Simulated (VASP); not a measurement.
# Al (Fm-3m) in VASP: a series of runs

The runs below take Al through band structure, with r2SCAN0, revTPSS.

Everything below comes from runs of VASP 6.6.1. Logs are shortened: lines on timing, memory, paths and dates and some standing lists are left out, and cuts for length are marked.

### 1 Starting point

Symmetry: Fm-3m, No. 225, cubic system. The conventional cell has a = 4.050 Å, b = 4.050 Å, c = 4.050 Å, α = 90.00°, β = 90.00°, γ = 90.00°. Al (site symmetry m-3m) has 12 Al at 2.86 Å as nearest neighbours.

### 2 Band structure, r2SCAN0

File POSCAR:

```
Al
1.0
    0.0000000000      2.0248050000      2.0248050000
    2.0248050000      0.0000000000      2.0248050000
    2.0248050000      2.0248050000      0.0000000000
Al
1
Direct
    0.0000000000      0.0000000000      0.0000000000
```

File INCAR.step1:

```
SYSTEM = Al
  ALGO = Normal
  EDIFF = 1E-5
  ENCUT = 520
  GGA = PE
  ISIF = 2
  ISMEAR = -1
  LASPH = .True.
  LCHARG = .False.
  LREAL = .False.
  LWAVE = .True.
  NELM = 100
  PREC = Accurate
  SIGMA = 0.05
```

File INCAR.step2:

```
SYSTEM = Al
  AEXX = 0.25
  ALGO = Normal
  EDIFF = 1E-7
  ENCUT = 520
  HFRCUT = -1
  ISIF = 2
  ISMEAR = -1
  ISTART = 1
  LASPH = .True.
  LCHARG = .False.
  LHFCALC = .True.
  LMIXTAU = .True.
  LREAL = .False.
  LWAVE = .False.
  METAGGA = R2SCAN
  NELM = 100
  PREC = Accurate
  PRECFOCK = Fast
  SIGMA = 0.05
```

File KPOINTS:

```
k-points
0
Gamma
  6 6 6
  0 0 0
```

File KPOINTS_OPT:

```
path GXWKGLUWLK,UX
12
line-mode
reciprocal
 0.0000000000  0.0000000000  0.0000000000  G
 0.5000000000  0.0000000000  0.5000000000  X

 0.5000000000  0.0000000000  0.5000000000  X
 0.5000000000  0.2500000000  0.7500000000  W

 0.5000000000  0.2500000000  0.7500000000  W
 0.3750000000  0.3750000000  0.7500000000  K

 0.3750000000  0.3750000000  0.7500000000  K
 0.0000000000  0.0000000000  0.0000000000  G

 0.0000000000  0.0000000000  0.0000000000  G
 0.5000000000  0.5000000000  0.5000000000  L

 0.5000000000  0.5000000000  0.5000000000  L
 0.6250000000  0.2500000000  0.6250000000  U

 0.6250000000  0.2500000000  0.6250000000  U
 0.5000000000  0.2500000000  0.7500000000  W

 0.5000000000  0.2500000000  0.7500000000  W
 0.5000000000  0.5000000000  0.5000000000  L

 0.5000000000  0.5000000000  0.5000000000  L
 0.3750000000  0.3750000000  0.7500000000  K

 0.6250000000  0.2500000000  0.6250000000  U
 0.5000000000  0.0000000000  0.5000000000  X
```

Potentials or basis: VASP PAW PBE potentials, release 64 (Al).

Launch:

```console
> cat potpaw_PBE.64/Al/POTCAR > POTCAR
> cp INCAR.step1 INCAR
> mpirun -np 1 vasp_std > vasp.out
> cp INCAR.step2 INCAR
> mpirun -np 1 vasp_std > vasp.out
```

OUTCAR:

```text
SYSTEM = Al
   AEXX = 0.25
   EDIFF = 1E-7
   ENCUT = 520
   ISIF = 2
   ISMEAR = -1
   ISTART = 1
   LASPH = .True.
   LHFCALC = .True.
   LREAL = .False.
   METAGGA = R2SCAN
   NELM = 100
   PREC = Accurate
   PRECFOCK = Fast

 ion  position               nearest neighbor table
   1  0.000  0.000  0.000-

  LATTYP: Found a face centered cubic cell.
 ALAT       =     4.0496100000

  Lattice vectors:

 A1 = (   0.0000000000,   2.0248050000,   2.0248050000)
 A2 = (   2.0248050000,   0.0000000000,   2.0248050000)
 A3 = (   2.0248050000,   2.0248050000,   0.0000000000)

Analysis of symmetry for initial positions (statically):
=====================================================================
 Subroutine PRICEL returns:
 Original cell was already a primitive cell.

 Routine SETGRP: Setting up the symmetry group for a
 face centered cubic supercell.

 Subroutine GETGRP returns: Found 48 space group operations
 (whereof 48 operations were pure point group operations)
 out of a pool of 48 trial point group operations.

The static configuration has the point symmetry O_h .

Analysis of symmetry for dynamics (positions and initial velocities):
=====================================================================
 Subroutine PRICEL returns:
 Original cell was already a primitive cell.

 Routine SETGRP: Setting up the symmetry group for a
 face centered cubic supercell.

 Subroutine GETGRP returns: Found 48 space group operations
 (whereof 48 operations were pure point group operations)
 out of a pool of 48 trial point group operations.

The dynamic configuration has the point symmetry O_h .

 Subroutine INISYM returns: Found 48 space group operations
 (whereof 48 operations are pure point group operations),
 and found     1 'primitive' translations

----------------------------------------------------------------------------------------

                                     Primitive cell

  volume of cell :      16.6027

  direct lattice vectors                    reciprocal lattice vectors
     0.000000000  2.024805000  2.024805000    -0.246937359  0.246937359  0.246937359
     2.024805000  0.000000000  2.024805000     0.246937359 -0.246937359  0.246937359
     2.024805000  2.024805000  0.000000000     0.246937359  0.246937359 -0.246937359

  length of vectors
     2.863506692  2.863506692  2.863506692     0.427708053  0.427708053  0.427708053

  position of ions in fractional coordinates (direct lattice)
     0.000000000  0.000000000  0.000000000

  ion indices of the primitive-cell ions
   primitive index   ion index
                 1           1

----------------------------------------------------------------------------------------

 KPOINTS: k-points

Automatic generation of k-mesh.
 Grid dimensions read from file:
 generate k-points for:    6    6    6

 Generating k-lattice:

  Cartesian coordinates                     Fractional coordinates (reciprocal lattice)
    -0.041156227  0.041156227  0.041156227     0.166666667  0.000000000  0.000000000
     0.041156227 -0.041156227  0.041156227     0.000000000  0.166666667  0.000000000
     0.041156227  0.041156227 -0.041156227     0.000000000  0.000000000  0.166666667

  Length of vectors
     0.071284675  0.071284675  0.071284675

  Shift w.r.t. Gamma in fractional coordinates (k-lattice)
     0.000000000  0.000000000  0.000000000

 Subroutine IBZKPT returns following result:
 ===========================================

 Found     16 irreducible k-points:

 Following reciprocal coordinates:
            Coordinates               Weight
  0.000000  0.000000  0.000000      1.000000
  0.166667  0.000000  0.000000      8.000000
  0.333333  0.000000  0.000000      8.000000
  0.500000  0.000000  0.000000      4.000000
  0.166667  0.166667  0.000000      6.000000
  0.333333  0.166667  0.000000     24.000000
[... 8 lines left out ...]
 -0.333333  0.333333  0.166667     24.000000
 -0.333333  0.500000  0.166667     12.000000
   k-points           NKPTS =     16   k-points in BZ     NKDIM =    216   number of bands    NBANDS=      5
   number of dos      NEDOS =    301   number of ions     NIONS =      1
   total plane-waves  NPLWV =  13824
   dimension x,y,z NGX =    24 NGY =   24 NGZ =   24
   dimension x,y,z NGXF=    48 NGYF=   48 NGZF=   48
   ions per type =               1
   NGX,Y,Z   is equivalent  to a cutoff of  13.93, 13.93, 13.93 a.u.
   NGXF,Y,Z  is equivalent  to a cutoff of  27.87, 27.87, 27.87 a.u.
 SYSTEM =  Al
   PREC   = accura    normal or accurate (medium, high low for compatibility)
   ISTART =      1    job   : 0-new  1-cont  2-samecut
   ICHARG =      0    charge: 1-file 2-atom 10-const
   ISPIN  =      1    spin polarized calculation?
   LNONCOLLINEAR =      F non collinear calculations
   LSORBIT =      F    spin-orbit coupling
   LASPH  =      T    aspherical Exc in radial PAW
   ENCUT  =  520.0 eV  38.22 Ry    6.18 a.u.   5.32  5.32  5.32*2*pi/ulx,y,z
   NELM   =    100;   NELMIN=  2; NELMDL=  0     # of ELM steps
   EDIFF  = 0.1E-06   stopping-criterion for ELM
   LREAL  =      F    real-space projection
   EDIFFG = 0.1E-05   stopping-criterion for IOM
   NSW    =      0    number of steps for IOM
   IBRION =     -1    ionic relax: 0-MD 1-quasi-New 2-CG
   NFREE  =      0    steps in history (QN), initial steepest desc. (CG)
   ISIF   =      2    stress and relaxation
   ISYM   =      3    0-nonsym 1-usesym 2-fastsym
   POTIM  = 0.5000    time-step for ionic-motion
   TEBEG  =    0.0;   TEEND  =   0.0 temperature during run
   PSTRESS=    0.0 pullay stress
   NELECT =       3.0000    total number of electrons
   NUPDOWN=      -1.0000    fix difference up-down
   EMIN   =  10.00;   EMAX   =-10.00  energy-range for DOS
   EFERMI =   0.00;   METHOD = LEGACY
   ISMEAR =    -1;   SIGMA  =   0.05  broadening in eV -4-tet -1-fermi 0-gaus
   EFERMI_NEDOS =   21; number of points for ismear=-14 and -15
   IALGO  =     38    algorithm
   IMIX   =      1    mixing-type and parameters
     AMIX     =   0.40;   BMIX     =  1.00
     AMIX_MAG =   1.60;   BMIX_MAG =  1.00
  volume/ion in A,a.u.               =      16.60       112.04
  Fermi-wavevector in a.u.,A,eV,Ry     =   0.925526  1.748991 11.654733  0.856599
  Thomas-Fermi vector in A             =   2.051390
   LORBIT       =      0    0 simple, 1 ext, 2 COOP (PROOUT), +10 PAW based schemes
   METAGGA = R2SCAN    functional components
   LHFCALC =     T    Hartree Fock is set to
   PRECFOCK=fast      Normal, Fast or Accurate (Low or Medium for compatibility)
   ENCUT4O =  -1.0   cutoff for four orbital integrals eV
   NKREDX  =     1    reduce k-point grid by
   NKREDY  =     1    reduce k-point grid by
   NKREDZ  =     1    reduce k-point grid by
   AEXX    =    0.2500 exact exchange contribution
   HFSCREEN=    0.0000 screening length (either q_TF or 0.3 A-1)
   HFSCREENC=   0.0000 screening length for correlation (either q_TF or 0.3 A-1)
   ENCUTFOCK=  -1.0 apply spherical cutoff to Coloumb kernel
   IVDW    =     0    specifies the selected vdW correction
   LEPSILON=     F    determine dielectric tensor
   LRPA    =     F    only Hartree local field effects (RPA)
 non-spin polarized calculation
  energy-cutoff  :      520.00
  volume of cell :       16.60
 maximum number of plane-waves:       459
 NGX is ok and might be reduce to    24
  NGX = 14; NGY = 14; NGZ = 14

 number of electron       3.0000000 magnetization

 Free energy of the ion-electron system (eV)
  ---------------------------------------------------
  ext. energy  EPLUGINS =         0.00000000
  ---------------------------------------------------
  free energy    TOTEN  =        -6.74706932 eV

  energy without entropy =       -6.74300254  energy(sigma->0) =       -6.74503593

 E-fermi :   8.5295     XC(G=0):  -8.4121

 val. band max:        6.9575525958   @ k =  -0.3333   0.5000   0.1667
 cond. band min:       8.5486420793   @ k =  -0.3333   0.3333   0.0000
 fundamental gap:      1.5910894835
 Fermi energy:         8.5295075938

 k-point     1 :       0.0000    0.0000    0.0000
  band No.  band energies     occupation
      1      -5.7882      2.00000
      2      22.4205      0.00000
      3      22.4205      0.00000
      4      22.4205      0.00000
      5      24.0789      0.00000

 k-point     2 :       0.1667    0.0000    0.0000
  band No.  band energies     occupation
      1      -4.6669      2.00000
      2      15.9224      0.00000
      3      21.0596      0.00000
      4      21.0596      0.00000
      5      24.4305      0.00000

 k-point     3 :       0.3333    0.0000    0.0000
  band No.  band energies     occupation
      1      -2.1709      2.00000
      2       8.7330      0.03356
      3      20.4476      0.00000
      4      20.4476      0.00000
      5      23.2337      0.00000

 k-point     4 :       0.5000    0.0000    0.0000
  band No.  band energies     occupation
      1       2.0374      2.00000
      2       2.4834      2.00000
      3      21.1119      0.00000
      4      21.1697      0.00000
      5      21.1812      0.00000

 k-point     5 :       0.1667    0.1667    0.0000
  band No.  band energies     occupation
      1      -4.3815      2.00000
      2      18.5111      0.00000
      3      18.5111      0.00000
      4      18.5993      0.00000
      5      22.0258      0.00000

 k-point     6 :       0.3333    0.1667    0.0000
  band No.  band energies     occupation
      1      -2.4054      2.00000
      2      11.7773      0.00000
      3      17.3786      0.00000
      4      18.0811      0.00000
      5      19.1757      0.00000

 k-point     7 :       0.5000    0.1667    0.0000
  band No.  band energies     occupation
      1       1.3454      2.00000
      2       4.8567      2.00000
      3      15.4239      0.00000
      4      17.6133      0.00000
      5      19.5202      0.00000

 k-point     8 :      -0.3333    0.1667    0.0000
  band No.  band energies     occupation
      1      -0.0935      2.00000
      2       6.8546      2.00000
      3      14.1552      0.00000
      4      19.2734      0.00000
      5      21.3065      0.00000

 k-point     9 :      -0.1667    0.1667    0.0000
  band No.  band energies     occupation
      1      -3.2740      2.00000
      2      13.4444      0.00000
      3      15.0657      0.00000
      4      22.2824      0.00000
      5      24.3671      0.00000

 k-point    10 :       0.3333    0.3333    0.0000
  band No.  band energies     occupation
      1      -1.0135      2.00000
      2      13.4046      0.00000
      3      15.4297      0.00000
      4      15.7146      0.00000
      5      15.7146      0.00000

 k-point    11 :       0.5000    0.3333    0.0000
  band No.  band energies     occupation
      1       2.1676      2.00000
      2       9.4028      0.00000
      3      10.0619      0.00000
      4      15.4928      0.00000
      5      17.1234      0.00000

 k-point    12 :      -0.3333    0.3333    0.0000
  band No.  band energies     occupation
      1       3.6958      2.00000
      2       6.3431      2.00000
      3       8.5486      0.81096
      4      16.6692      0.00000
      5      18.5615      0.00000

 k-point    13 :       0.5000    0.5000    0.0000
  band No.  band energies     occupation
      1       4.1785      2.00000
      2       5.8933      2.00000
      3      14.2998      0.00000
      4      14.7203      0.00000
      5      14.7203      0.00000

 k-point    14 :       0.5000    0.3333    0.1667
  band No.  band energies     occupation
      1       0.2137      2.00000
      2      10.2094      0.00000
      3      11.9383      0.00000
      4      14.5348      0.00000
      5      22.5888      0.00000

 k-point    15 :      -0.3333    0.3333    0.1667
  band No.  band energies     occupation
      1       4.2580      2.00000
      2       4.7489      2.00000
      3      11.6707      0.00000
      4      12.5435      0.00000
      5      23.9013      0.00000

 k-point    16 :      -0.3333    0.5000    0.1667
  band No.  band energies     occupation
      1       5.2289      2.00000
      2       6.9576      2.00000
      3       9.1757      0.00000
      4      11.1156      0.00000
      5      21.6595      0.00000

------------------------ aborting loop because EDIFF is reached ----------------------------------------

  FORCE on cell =-STRESS in cart. coord.  units (eV):
  Direction    XX          YY          ZZ          XY          YZ          ZX
  --------------------------------------------------------------------------------------
  -------------------------------------------------------------------------------------
  Total       -0.3352782     -0.3352782     -0.3352782      0.0000000     -0.0000000      0.0000000
  in kB      -32.3546168    -32.3546168    -32.3546168      0.0000000     -0.0000000      0.0000000
  external PRESSURE =     -32.3546168 kB  Pullay stress =       0.0000000 kB

 VOLUME and BASIS-vectors are now :
 -----------------------------------------------------------------------------
  energy-cutoff  :      520.00
  volume of cell :       16.60
      direct lattice vectors                 reciprocal lattice vectors
     0.000000000  2.024805000  2.024805000    -0.246937359  0.246937359  0.246937359
     2.024805000  0.000000000  2.024805000     0.246937359 -0.246937359  0.246937359
     2.024805000  2.024805000  0.000000000     0.246937359  0.246937359 -0.246937359

 POSITION                                       TOTAL-FORCE (eV/Angst)
 -----------------------------------------------------------------------------------
      0.00000      0.00000      0.00000         0.000000      0.000000      0.000000
 -----------------------------------------------------------------------------------
    total drift:                               -0.000000     -0.000000      0.000000

  FREE ENERGIE OF THE ION-ELECTRON SYSTEM (eV)
  ---------------------------------------------------
  free  energy   TOTEN  =        -6.7470693172 eV

  energy  without entropy=       -6.7430025361  energy(sigma->0) =       -6.74503593
```

It took 3.9 min on 1 thread of Intel Xeon Platinum 8259CL at 2.50GHz (Skylake/Cascade Lake), shared host; peak memory 0.16 GiB.

Results:

| Property | Result |
| --- | --- |
| Free energy | -6.7471 eV |
| Pressure | -3.2 GPa |
| Band gap along the path | none (metal or under the smearing width) |

Levels at the corners of the path, in eV from the Fermi level:
```csv
point,band 1,band 2,band 3,band 4,band 5
Γ,-14.32,13.89,13.89,13.89,15.55
X,-4.35,-2.64,5.77,6.19,6.19
X,-4.35,-2.64,5.77,6.19,6.19
W,-1.68,-1.68,-0.62,1.03,17.28
W,-1.68,-1.68,-0.62,1.03,17.28
K,-3.18,-2.24,-0.94,7.31,9.09
K,-3.18,-2.24,-0.94,7.31,9.09
Γ,-14.32,13.89,13.89,13.89,15.55
Γ,-14.32,13.89,13.89,13.89,15.55
L,-6.49,-6.05,12.58,12.62,12.65
L,-6.49,-6.05,12.58,12.63,12.65
U,-3.18,-2.24,-0.94,7.31,9.09
U,-3.18,-2.24,-0.94,7.31,9.09
W,-1.68,-1.68,-0.62,1.03,17.27
W,-1.68,-1.68,-0.62,1.03,17.27
L,-6.49,-6.05,12.58,12.60,12.65
L,-6.49,-6.05,12.58,12.59,12.65
K,-3.18,-2.24,-0.94,7.31,9.09
U,-3.18,-2.24,-0.94,7.31,9.09
X,-4.35,-2.64,5.77,6.19,6.19
```

Caveat: the k mesh is coarse (spacing up to 0.45 Å⁻¹), so the values aren't converged, least of all with exact exchange; the PAW data sets were made with another functional, which shifts forces and pressure a little.

### 3 Band structure, revTPSS

File INCAR:

```
SYSTEM = Al
  PREC = Accurate
  ENCUT = 520
  EDIFF = 1E-6
  ISMEAR = -1
  SIGMA = 0.05
  LREAL = .FALSE.
  LASPH = .TRUE.
  NELM = 80
  ALGO = Normal
  ISIF = 2
  LWAVE = .FALSE.
  LCHARG = .FALSE.
  METAGGA = RTPSS
  LMIXTAU = .TRUE.
  NBANDS = 8
```

File KPOINTS:

```
Automatic mesh
0
G
  11 11 11
  0 0 0
```

POSCAR is that of step 2.

Edit KPOINTS_OPT of step 2 so:

```diff
@@ -1,3 +1,3 @@
 path GXWKGLUWLK,UX
-12
+10
 line-mode
```

Potentials or basis: VASP PAW PBE potentials, release 64 (Al).

Launch:

```console
> cat potpaw_PBE.64/Al/POTCAR > POTCAR
> mpirun -np 1 vasp_std > vasp.out
```

Wall time 70 s (1 thread of AMD EPYC 7R43 (Zen 3), shared host); peak memory 0.1 GiB.

It converged, with:

| Item | Value |
| --- | --- |
| Free energy | -5.3093 eV |
| Pressure | -2.5 GPa |
| Band gap along the path | none (metal or under the smearing width) |

Levels at the corners of the path, in eV from the Fermi level:
| point | band 1 | band 2 | band 3 | band 4 | band 5 | band 6 | band 7 |
| --- | --- | --- | --- | --- | --- | --- | --- |
| Γ | -11.12 | 12.50 | 12.50 | 12.50 | 14.19 | 14.19 | 14.19 |
| X | -2.92 | -1.61 | 5.17 | 5.61 | 5.61 | 9.06 | 25.22 |
| X | -2.92 | -1.61 | 5.17 | 5.61 | 5.61 | 9.06 | 25.22 |
| W | -0.85 | -0.85 | 0.13 | 1.15 | 15.75 | 15.75 | 16.39 |
| W | -0.85 | -0.85 | 0.13 | 1.15 | 15.75 | 15.75 | 16.39 |
| K | -1.89 | -1.37 | -0.39 | 6.58 | 8.15 | 15.65 | 21.71 |
| K | -1.89 | -1.37 | -0.39 | 6.58 | 8.15 | 15.65 | 21.71 |
| Γ | -11.12 | 12.50 | 12.50 | 12.50 | 14.19 | 14.19 | 14.19 |
| Γ | -11.12 | 12.50 | 12.50 | 12.50 | 14.19 | 14.19 | 14.19 |
| L | -4.59 | -4.37 | 11.34 | 11.34 | 11.48 | 11.48 | 14.98 |
| L | -4.59 | -4.37 | 11.34 | 11.34 | 11.48 | 11.48 | 14.98 |
| U | -1.89 | -1.37 | -0.39 | 6.58 | 8.15 | 15.65 | 21.71 |
| U | -1.89 | -1.37 | -0.39 | 6.58 | 8.15 | 15.65 | 21.71 |
| W | -0.85 | -0.85 | 0.13 | 1.15 | 15.75 | 15.75 | 16.39 |
| W | -0.85 | -0.85 | 0.13 | 1.15 | 15.75 | 15.75 | 16.39 |
| L | -4.59 | -4.37 | 11.34 | 11.34 | 11.48 | 11.48 | 14.98 |
| L | -4.59 | -4.37 | 11.34 | 11.34 | 11.48 | 11.48 | 14.98 |
| K | -1.89 | -1.37 | -0.39 | 6.58 | 8.15 | 15.65 | 21.71 |
| U | -1.89 | -1.37 | -0.39 | 6.58 | 8.15 | 15.65 | 21.71 |
| X | -2.92 | -1.61 | 5.17 | 5.61 | 5.61 | 9.06 | 25.22 |

Caveat: the PAW data sets were made with another functional, which shifts forces and pressure a little.

### 4 The reference run

An earlier run on the cell as given: functional PBE; potentials or basis VASP PAW PBE potentials, release 64 (Al); cutoff 520 eV; k mesh 11 × 11 × 11; occupations fermi-dirac, width 0.05 eV; no spin polarisation.

* Pressure: -0.5 GPa
* Band gap on the k mesh: none (metal or under the smearing width)

### 5 Summary

| task | level | k mesh | grid for exact exchange (PRECFOCK) | exchange at q = 0 | mesh quality | pressure (GPa) |
| --- | --- | --- | --- | --- | --- | --- |
| band structure | r2SCAN0 | 6 × 6 × 6 | Fast | truncated | coarse | -3.2 |
| band structure | revTPSS | 11 × 11 × 11 | - | - | not flagged | -2.5 |
| single point | PBE | 11 × 11 × 11 | - | - | not flagged | -0.5 |

Alike in all rows: potentials or basis VASP PAW PBE potentials, release 64 (Al); no spin polarisation; cell as given; cutoff (eV) 520; smearing fermi-dirac 0.05 eV.

Caveats: some runs use coarse meshes; the PAW data sets were made with another functional, which shifts forces and pressure a little (some runs).

Absolute energies hang on the potentials; compare differences alone.
